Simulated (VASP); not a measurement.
# Ti (P6/mmm) in VASP: a series of runs

The runs below take Ti through relaxation of cell and atoms, single point, with PBEsol, RPBE.

Everything below comes from runs of VASP 6.6.1. Logs are shortened: lines on timing, memory, paths and dates and some standing lists are left out, and cuts for length are marked.

**1. The crystal as given**

Symmetry: P6/mmm, No. 191, hexagonal system. The conventional cell has a = 4.567 Å, b = 4.567 Å, c = 2.826 Å, α = 90.00°, β = 90.00°, γ = 120.00°. Ti (site symmetry 6/mmm) is surrounded by 14 Ti at 2.83 to 2.99 Å. Around Ti (site symmetry -6m2) lie 11 Ti at 2.64 to 2.99 Å.

This isn't the form of Ti at room conditions, which is hcp.

**2. Relaxation of cell and atoms, PBEsol**

INCAR reads:

```
SYSTEM = Ti
  ALGO = Normal
  EDIFF = 1E-7
  EDIFFG = -0.005
  ENCUT = 600
  GGA = PS
  IBRION = 2
  ISIF = 3
  ISMEAR = 0
  LASPH = .True.
  LCHARG = .False.
  LREAL = .False.
  LWAVE = .False.
  NELM = 60
  NSW = 90
  PREC = Accurate
  SIGMA = 0.1
```

KPOINTS reads:

```
k-points
0
Gamma
  6 6 6
  0 0 0
```

POSCAR reads:

```
Ti
1.0
    4.5673748300      0.0000000000      0.0000000000
   -2.2836874200      3.9554626300      0.0000000000
    0.0000000000      0.0000000000      2.8262442700
Ti
3
Direct
    0.0000000000      0.0000000000      0.0000000000
    0.3333333300      0.6666666700      0.5000000000
    0.6666666700      0.3333333300      0.5000000000
```

Potentials or basis: VASP PAW PBE potentials, release 64 (Ti_sv).

Started as:

```
$ cat potpaw_PBE.64/Ti_sv/POTCAR > POTCAR
$ mpirun -np 1 vasp_std > vasp.out
```

OUTCAR:

```text
SYSTEM = Ti
   EDIFF = 1E-7
   EDIFFG = -0.005
   ENCUT = 600
   GGA = PS
   IBRION = 2
   ISIF = 3
   ISMEAR = 0
   LASPH = .True.
   LREAL = .False.
   NELM = 60
   NSW = 90
   PREC = Accurate

 ion  position               nearest neighbor table
   1  0.000  0.000  0.000-
   2  0.333  0.667  0.500-   3 2.64   3 2.64   3 2.64
   3  0.667  0.333  0.500-   2 2.64   2 2.64   2 2.64

  LATTYP: Found a hexagonal cell.
 ALAT       =     4.5673748300
 C/A-ratio  =     0.6187896495

  Lattice vectors:

 A1 = (   4.5673748300,   0.0000000000,   0.0000000000)
 A2 = (  -2.2836874200,   3.9554626300,   0.0000000000)
 A3 = (   0.0000000000,   0.0000000000,   2.8262442700)

Analysis of symmetry for initial positions (statically):
=====================================================================
 Subroutine PRICEL returns:
 Original cell was already a primitive cell.

 Routine SETGRP: Setting up the symmetry group for a
 hexagonal supercell.

 Subroutine GETGRP returns: Found 24 space group operations
 (whereof 24 operations were pure point group operations)
 out of a pool of 24 trial point group operations.

The static configuration has the point symmetry D_6h.

Analysis of symmetry for dynamics (positions and initial velocities):
=====================================================================
 Subroutine PRICEL returns:
 Original cell was already a primitive cell.

 Routine SETGRP: Setting up the symmetry group for a
 hexagonal supercell.

 Subroutine GETGRP returns: Found 24 space group operations
 (whereof 24 operations were pure point group operations)
 out of a pool of 24 trial point group operations.

The dynamic configuration has the point symmetry D_6h.

 Subroutine INISYM returns: Found 24 space group operations
 (whereof 24 operations are pure point group operations),
 and found     1 'primitive' translations

----------------------------------------------------------------------------------------

                                     Primitive cell

  volume of cell :      51.0592

  direct lattice vectors                    reciprocal lattice vectors
     4.567374830  0.000000000  0.000000000     0.218944150  0.126407464  0.000000000
    -2.283687420  3.955462630  0.000000000     0.000000000  0.252814928  0.000000000
     0.000000000  0.000000000  2.826244270     0.000000000  0.000000000  0.353826458

  length of vectors
     4.567374830  4.567374831  2.826244270     0.252814928  0.252814928  0.353826458

  position of ions in fractional coordinates (direct lattice)
     0.000000000  0.000000000  0.000000000
     0.333333330  0.666666670  0.500000000
     0.666666670  0.333333330  0.500000000

  ion indices of the primitive-cell ions
   primitive index   ion index
                 1           1
                 2           2
                 3           3

----------------------------------------------------------------------------------------

 KPOINTS: k-points

Automatic generation of k-mesh.
 Grid dimensions read from file:
 generate k-points for:    6    6    6

 Generating k-lattice:

  Cartesian coordinates                     Fractional coordinates (reciprocal lattice)
     0.036490692  0.021067911  0.000000000     0.166666667  0.000000000  0.000000000
     0.000000000  0.042135821  0.000000000     0.000000000  0.166666667  0.000000000
     0.000000000  0.000000000  0.058971076     0.000000000  0.000000000  0.166666667

  Length of vectors
     0.042135821  0.042135821  0.058971076

  Shift w.r.t. Gamma in fractional coordinates (k-lattice)
     0.000000000  0.000000000  0.000000000

 Subroutine IBZKPT returns following result:
 ===========================================

 Found     28 irreducible k-points:

 Following reciprocal coordinates:
            Coordinates               Weight
  0.000000  0.000000  0.000000      1.000000
  0.166667 -0.000000  0.000000      6.000000
  0.333333  0.000000  0.000000      6.000000
  0.500000  0.000000  0.000000      3.000000
  0.166667  0.166667  0.000000      6.000000
  0.333333  0.166667  0.000000     12.000000
[... 16 lines left out ...]
  0.166667 -0.000000  0.500000      6.000000
  0.333333  0.000000  0.500000      6.000000
 [... further k-points ...]
   k-points           NKPTS =     28   k-points in BZ     NKDIM =     28   number of bands    NBANDS=     22
   number of dos      NEDOS =    301   number of ions     NIONS =      3
   total plane-waves  NPLWV =  31104
   dimension x,y,z NGX =    36 NGY =   36 NGZ =   24
   dimension x,y,z NGXF=    72 NGYF=   72 NGZF=   48
   ions per type =               3
   NGX,Y,Z   is equivalent  to a cutoff of  13.10, 13.10, 14.12 a.u.
   NGXF,Y,Z  is equivalent  to a cutoff of  26.21, 26.21, 28.23 a.u.
 SYSTEM =  Ti
   PREC   = accura    normal or accurate (medium, high low for compatibility)
   ISTART =      0    job   : 0-new  1-cont  2-samecut
   ICHARG =      2    charge: 1-file 2-atom 10-const
   ISPIN  =      1    spin polarized calculation?
   LNONCOLLINEAR =      F non collinear calculations
   LSORBIT =      F    spin-orbit coupling
   LASPH  =      T    aspherical Exc in radial PAW
   ENCUT  =  600.0 eV  44.10 Ry    6.64 a.u.   9.12  9.12  5.64*2*pi/ulx,y,z
   NELM   =     60;   NELMIN=  2; NELMDL= -5     # of ELM steps
   EDIFF  = 0.1E-06   stopping-criterion for ELM
   LREAL  =      F    real-space projection
   EDIFFG = -.5E-02   stopping-criterion for IOM
   NSW    =     90    number of steps for IOM
   IBRION =      2    ionic relax: 0-MD 1-quasi-New 2-CG
   NFREE  =      1    steps in history (QN), initial steepest desc. (CG)
   ISIF   =      3    stress and relaxation
   ISYM   =      2    0-nonsym 1-usesym 2-fastsym
   POTIM  = 0.5000    time-step for ionic-motion
   TEBEG  =    0.0;   TEEND  =   0.0 temperature during run
   PSTRESS=    0.0 pullay stress
   NELECT =      36.0000    total number of electrons
   NUPDOWN=      -1.0000    fix difference up-down
   EMIN   =  10.00;   EMAX   =-10.00  energy-range for DOS
   EFERMI =   0.00;   METHOD = LEGACY
   ISMEAR =     0;   SIGMA  =   0.10  broadening in eV -4-tet -1-fermi 0-gaus
   EFERMI_NEDOS =   21; number of points for ismear=-14 and -15
   IALGO  =     38    algorithm
   IMIX   =      4    mixing-type and parameters
     AMIX     =   0.40;   BMIX     =  1.00
     AMIX_MAG =   1.60;   BMIX_MAG =  1.00
  volume/ion in A,a.u.               =      17.02       114.85
  Fermi-wavevector in a.u.,A,eV,Ry     =   1.457084  2.753489 28.886426  2.123092
  Thomas-Fermi vector in A             =   2.573926
   LORBIT       =      0    0 simple, 1 ext, 2 COOP (PROOUT), +10 PAW based schemes
   GGA     = PS    functional components
   LHFCALC =     F    Hartree Fock is set to
   AEXX    =    0.0000 exact exchange contribution
   IVDW    =     0    specifies the selected vdW correction
   LEPSILON=     F    determine dielectric tensor
   LRPA    =     F    only Hartree local field effects (RPA)
 conjugate gradient relaxation of ions
 non-spin polarized calculation
 Gauss-broadening in eV      SIGMA  =   0.10
  energy-cutoff  :      600.00
  volume of cell :       51.06
 maximum number of plane-waves:      1731
   NGX = 19   NGY = 19   NGZ = 11

--------------------------------------- Ionic step        1  -------------------------------------------

 number of electron      35.9999989 magnetization

 Free energy of the ion-electron system (eV)
  ---------------------------------------------------
  ext. energy  EPLUGINS =         0.00000000
  ---------------------------------------------------
  free energy    TOTEN  =       -25.04491129 eV

  energy without entropy =      -25.03016148  energy(sigma->0) =      -25.03753639

------------------------ aborting loop because EDIFF is reached ----------------------------------------

  FORCE on cell =-STRESS in cart. coord.  units (eV):
  Direction    XX          YY          ZZ          XY          YZ          ZX
  --------------------------------------------------------------------------------------
  -------------------------------------------------------------------------------------
  Total       -1.2164518     -1.2164518     -1.1703251      0.0000000      0.0000000      0.0000000
  in kB      -38.1708522    -38.1708521    -36.7234493      0.0000000      0.0000000      0.0000000
  external PRESSURE =     -37.6883845 kB  Pullay stress =       0.0000000 kB
[... 207 lines left out ...]
  energy  without entropy=      -25.0498101768  energy(sigma->0) =      -25.05762168

--------------------------------------- Ionic step        7  -------------------------------------------

 number of electron      36.0000008 magnetization

 Free energy of the ion-electron system (eV)
  ---------------------------------------------------
  ext. energy  EPLUGINS =         0.00000000
  ---------------------------------------------------
  free energy    TOTEN  =       -25.06543806 eV

  energy without entropy =      -25.04983742  energy(sigma->0) =      -25.05763774

 E-fermi :   8.6378     XC(G=0): -11.8956

 val. band max:        8.6256317653   @ k =   0.3333   0.1667   0.0000
 cond. band min:       8.6483662765   @ k =   0.0000   0.0000   0.0000
 fundamental gap:      0.0227345112
 Fermi energy:         8.6377552369

 k-point     1 :       0.0000    0.0000    0.0000
  band No.  band energies     occupation
      1     -47.9310      2.00000
      2     -47.6649      2.00000
      3     -47.4746      2.00000
      4     -24.3588      2.00000
      5     -24.3588      2.00000
      6     -24.2693      2.00000
[... 574 lines left out ...]
      6     -24.2409      2.00000
[... 14 lines left out ...]
     21       9.7872      0.00000
     22       9.8235      0.00000

 [... further k-points ...]
[... 5 lines left out ...]
  --------------------------------------------------------------------------------------
  -------------------------------------------------------------------------------------
  Total       -0.0106430     -0.0106430     -0.0136031      0.0000000      0.0000000     -0.0000000
  in kB       -0.3453031     -0.3453031     -0.4413379      0.0000000      0.0000000     -0.0000000
  external PRESSURE =      -0.3773147 kB  Pullay stress =       0.0000000 kB
[... 18 lines left out ...]
  FREE ENERGIE OF THE ION-ELECTRON SYSTEM (eV)
  ---------------------------------------------------
  free  energy   TOTEN  =       -25.0654380644 eV

  energy  without entropy=      -25.0498374197  energy(sigma->0) =      -25.05763774

 reached required accuracy - stopping structural energy minimisation
```

It took 88 s on 1 thread of Intel Xeon 6975P-C (Granite Rapids), shared host; peak memory 0.2 GiB.

Results:

```
Free energy                            : -25.0654 eV
Relaxed volume                         : 16.46 Å³/atom
Relaxed cell                           : a = 4.513 Å, b = 4.513 Å, c = 2.799 Å, α = 90.00°, β = 90.00°, γ = 120.00°
Space group after relaxing (to 0.05 Å) : P6/mmm (No. 191)
Energy gained by relaxing              : 6.8 meV/atom
Ionic steps                            : 7
Pressure after relaxing                : 0.0 GPa
Band gap on the k mesh                 : none (metal or under the smearing width)
```

Step by step:
| step | energy change (eV) | largest force (eV/Å) | pressure (GPa) | volume (Å³) |
| --- | --- | --- | --- | --- |
| 1 | 0.0000 | 0.0000 | -3.77 | 51.06 |
| 2 | -0.0090 | 0.0000 | 3.08 | 48.16 |
| 3 | -0.0205 | 0.0000 | 0.00 | 49.37 |
| 4 | -0.0205 | 0.0000 | 0.07 | 49.34 |
| 5 | -0.0205 | 0.0000 | 0.07 | 49.33 |
| 6 | -0.0205 | 0.0000 | 0.07 | 49.33 |
| 7 | -0.0205 | 0.0000 | -0.04 | 49.38 |

Final structure:
```
CELL_PARAMETERS angstrom
4.51321 0.00000 0.00000
-2.25661 3.90856 0.00000
0.00000 0.00000 2.79946
ATOMIC_POSITIONS crystal
Ti 0.00000 0.00000 0.00000
Ti 0.33333 0.66667 0.50000
Ti 0.66667 0.33333 0.50000
```

Caveat: the k mesh is coarse (spacing up to 0.37 Å⁻¹), so the values aren't converged; the PAW data sets were made with another functional, which shifts forces and pressure a little.

**3. Single point, PBEsol**

INCAR reads:

```
PREC = Accurate ; ENCUT = 520
EDIFF = 1E-6 ; ISMEAR = 0
SIGMA = 0.1 ; LREAL = F
LASPH = T ; NELM = 60
ALGO = Normal ; ISIF = 2
LWAVE = F ; LCHARG = F
GGA = PS
```

KPOINTS reads:

```
regular mesh
0
Gamma
  12 12 14
```

POSCAR is that of step 2.

Potentials or basis: VASP PAW PBE potentials, release 64 (Ti_sv).

Started as:

```
$ cat potpaw_PBE.64/Ti_sv/POTCAR > POTCAR
$ mpirun -np 1 vasp_std > vasp.out
```

Wall time 72 s (1 thread of Intel Xeon 6975P-C (Granite Rapids), shared host); peak memory 0.27 GiB.

Results (log left out):

| Item | Value |
| --- | --- |
| Free energy | -25.0438 eV |
| Pressure | -3.9 GPa |
| Band gap on the k mesh | none (metal or under the smearing width) |

Stress tensor (GPa, compression positive):
```
-3.93  0.00  0.00
 0.00 -3.93  0.00
 0.00  0.00 -3.77
```

Levels at points of the mesh, in eV from the Fermi level:
| k point | band 15 | band 16 | band 17 | band 18 | band 19 | band 20 | band 21 | band 22 |
| --- | --- | --- | --- | --- | --- | --- | --- | --- |
| (0.00, 0.00, 0.00) | -0.71 | -0.71 | -0.60 | -0.60 | -0.03 | 0.68 | 1.30 | 1.30 |
| (0.50, 0.00, 0.00) | -2.64 | -0.41 | -0.40 | -0.35 | 0.06 | 0.54 | 1.04 | 1.14 |
| (0.00, 0.00, 0.50) | -2.10 | -1.73 | -1.62 | -1.62 | 1.06 | 1.06 | 1.26 | 1.26 |
| (0.50, 0.00, 0.50) | -1.70 | -1.17 | -0.67 | -0.63 | 0.36 | 0.81 | 0.94 | 1.05 |

Caveat: the PAW data sets were made with another functional, which shifts forces and pressure a little.

**4. Relaxation of cell and atoms, PBEsol**

INCAR reads:

```
SYSTEM = Ti
  ALGO = Normal
  EDIFF = 1E-7
  EDIFFG = -0.005
  ENCUT = 580
  GGA = PS
  IBRION = 2
  ISIF = 3
  ISMEAR = 0
  LASPH = .True.
  LCHARG = .False.
  LREAL = .False.
  LWAVE = .False.
  NELM = 60
  NSW = 90
  PREC = Accurate
  SIGMA = 0.1
```

KPOINTS reads:

```
k-points
0
Gamma
  12 12 14
  0 0 0
```

POSCAR is that of step 3.

Potentials or basis: VASP PAW PBE potentials, release 64 (Ti).

Started as:

```
$ cat potpaw_PBE.64/Ti/POTCAR > POTCAR
$ mpirun -np 1 vasp_std > vasp.out
```

It took 2.3 min on 1 thread of Intel Xeon 6975P-C (Granite Rapids), shared host; peak memory 0.25 GiB.

Results (log left out):

```
Free energy                            : -24.9223 eV
Relaxed volume                         : 16.26 Å³/atom
Relaxed cell                           : a = 4.493 Å, b = 4.493 Å, c = 2.790 Å, α = 90.00°, β = 90.00°, γ = 120.00°
Space group after relaxing (to 0.05 Å) : P6/mmm (No. 191)
Energy gained by relaxing              : 13.0 meV/atom
Ionic steps                            : 8
Pressure after relaxing                : 0.0 GPa
Band gap on the k mesh                 : none (metal or under the smearing width)
```

The path:
```tsv
step	energy change (eV)	largest force (eV/Å)	pressure (GPa)	volume (Å³)
1	0.0000	0.0000	-5.27	51.06
2	-0.0132	0.0000	4.89	47.03
3	-0.0389	0.0000	-0.01	48.79
4	-0.0389	0.0000	0.11	48.74
5	-0.0391	0.0000	0.11	48.74
6	-0.0391	0.0000	0.10	48.73
7	-0.0391	0.0000	-0.08	48.81
8	-0.0391	0.0000	0.01	48.77
```

Final structure:
```cif
data_structure
_symmetry_space_group_name_H-M 'P 1'
_symmetry_Int_Tables_number 1
_cell_length_a 4.4931
_cell_length_b 4.4931
_cell_length_c 2.7896
_cell_angle_alpha 90.000
_cell_angle_beta 90.000
_cell_angle_gamma 120.000
_cell_volume 48.77
loop_
_atom_site_label
_atom_site_type_symbol
_atom_site_fract_x
_atom_site_fract_y
_atom_site_fract_z
_atom_site_occupancy
Ti1 Ti 0.00000 0.00000 0.00000 1
Ti2 Ti 0.33333 0.66667 0.50000 1
Ti3 Ti 0.66667 0.33333 0.50000 1
```

Levels at points of the mesh, in eV from the Fermi level:
```tsv
k point	band 3	band 4	band 5	band 6	band 7	band 8	band 9	band 10
(0.00, 0.00, 0.00)	-0.72	-0.72	-0.61	-0.61	0.01	0.72	1.34	1.34
(0.50, 0.00, 0.00)	-2.74	-0.46	-0.44	-0.38	0.04	0.56	1.03	1.26
(0.00, 0.00, 0.50)	-2.19	-1.73	-1.73	-1.70	1.10	1.10	1.31	1.31
(0.50, 0.00, 0.50)	-1.81	-1.26	-0.68	-0.68	0.34	0.83	1.06	1.10
```

Caveat: the PAW data sets were made with another functional, which shifts forces and pressure a little.

**5. Relaxation of cell and atoms, RPBE**

Edit INCAR of step 4 so:

```diff
@@ -4,4 +4,4 @@
   EDIFFG = -0.005
-  ENCUT = 580
-  GGA = PS
+  ENCUT = 600
+  GGA = RP
   IBRION = 2
```

KPOINTS is that of step 4.

POSCAR is that of step 4.

Potentials or basis: VASP PAW PBE potentials, release 64 (Ti_sv).

Started as:

```
$ cat potpaw_PBE.64/Ti_sv/POTCAR > POTCAR
$ mpirun -np 1 vasp_std > vasp.out
```

It took 6 min on 1 thread of Intel Xeon 6975P-C (Granite Rapids), shared host; peak memory 0.3 GiB.

Results (log left out):

```
Free energy                            : -22.3203 eV
Relaxed volume                         : 17.62 Å³/atom
Relaxed cell                           : a = 4.625 Å, b = 4.625 Å, c = 2.854 Å, α = 90.00°, β = 90.00°, γ = 120.00°
Space group after relaxing (to 0.05 Å) : P6/mmm (No. 191)
Energy gained by relaxing              : 6.9 meV/atom
Ionic steps                            : 7
Pressure after relaxing                : 0.0 GPa
Band gap on the k mesh                 : none (metal or under the smearing width)
```

The path:
```tsv
step	energy change (eV)	largest force (eV/Å)	pressure (GPa)	volume (Å³)
1	0.0000	0.0000	3.81	51.06
2	-0.0110	0.0000	-2.39	54.11
3	-0.0206	0.0000	-0.01	52.84
4	-0.0206	0.0000	0.06	52.80
5	-0.0207	0.0000	0.07	52.81
6	-0.0207	0.0000	0.07	52.81
7	-0.0207	0.0000	-0.04	52.86
```

Final structure:
```xyz
3
Lattice="4.6246 0.0000 0.0000 -2.3123 4.0050 0.0000 0.0000 0.0000 2.8540" Properties=species:S:1:pos:R:3 pbc="T T T"
Ti    2.3123    4.0050    0.0000
Ti    0.0000    2.6700    1.4270
Ti    2.3123    1.3350    1.4270
```

Levels at points of the mesh, in eV from the Fermi level:
```csv
k point,band 14,band 15,band 16,band 17,band 18,band 19,band 20,band 21,band 22
"(0.00, 0.00, 0.00)",-1.85,-0.70,-0.70,-0.62,-0.62,-0.03,0.67,1.26,1.26
"(0.50, 0.00, 0.00)",-3.58,-2.54,-0.37,-0.35,-0.33,0.07,0.52,0.98,1.04
"(0.00, 0.00, 0.50)",-1.97,-1.97,-1.74,-1.55,-1.55,1.03,1.03,1.22,1.22
"(0.50, 0.00, 0.50)",-2.06,-1.61,-1.10,-0.69,-0.60,0.38,0.80,0.84,1.01
```

Caveat: the PAW data sets were made with another functional, which shifts forces and pressure a little.

**6. Overview**

```csv
task,level,potentials or basis,cell,k mesh,cutoff (eV),mesh quality,gap on the mesh (eV),pressure (GPa),relaxed volume (Å³/atom)
relaxation of cell and atoms,PBEsol,"VASP PAW PBE potentials, release 64 (Ti_sv)",relaxed,6 × 6 × 6,600,coarse,none,0.0,16.46
single point,PBEsol,"VASP PAW PBE potentials, release 64 (Ti_sv)",as given,12 × 12 × 14,520,not flagged,none,-3.9,-
relaxation of cell and atoms,PBEsol,"VASP PAW PBE potentials, release 64 (Ti)",relaxed,12 × 12 × 14,580,not flagged,none,0.0,16.26
relaxation of cell and atoms,RPBE,"VASP PAW PBE potentials, release 64 (Ti_sv)",relaxed,12 × 12 × 14,600,not flagged,none,0.0,17.62
```

Alike in all rows: no spin polarisation; smearing gaussian 0.1 eV.

Caveats: some runs use coarse meshes; the PAW data sets were made with another functional, which shifts forces and pressure a little.

Total energies depend on the potentials used, so only differences within one code and one set of settings carry meaning.
